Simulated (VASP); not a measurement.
A run of VASP 6.6.1 is set up as follows.

The input INCAR:

```
SYSTEM = Rb
PREC = Accurate
ENCUT = 520
EDIFF = 1E-7
ISMEAR = 0
SIGMA = 0.1
LREAL = .FALSE.
LASPH = .TRUE.
NELM = 100
ALGO = Normal
ISIF = 2
LWAVE = .FALSE.
LCHARG = .TRUE.
GGA = PE
LELF = .TRUE.
LVHAR = .TRUE.
NBANDS = 20
```

KPOINTS

```
Automatic mesh
0
G
  3 3 4
  0 0 0
```

POSCAR

```
Rb
1.0
    7.0599988136      0.0000000000      0.0000000000
   -3.5299994068      6.1141383232      0.0000000000
    0.0000000000      0.0000000000      6.0181020369
Rb
3
Direct
    0.3333333333      0.6666666667      0.5000000000
    0.0000000000      0.0000000000      0.0000000000
    0.6666666667      0.3333333333      0.5000000000
```

Potentials or basis: VASP PAW PBE potentials, release 64 (Rb_sv).

Command:

```console
$ cat potpaw_PBE.64/Rb_sv/POTCAR > POTCAR
$ mpirun -np 1 vasp_std > vasp.out
```

**Question.** Estimate the band gap on the k mesh.

**Answer.** None (metal or under the smearing width).

**Question.** What does it give for the pressure?

**Answer.** 0.4 GPa.

Stress tensor (GPa, compression positive):
```
 0.70  0.00  0.00
 0.00  0.70  0.00
 0.00  0.00 -0.29
```
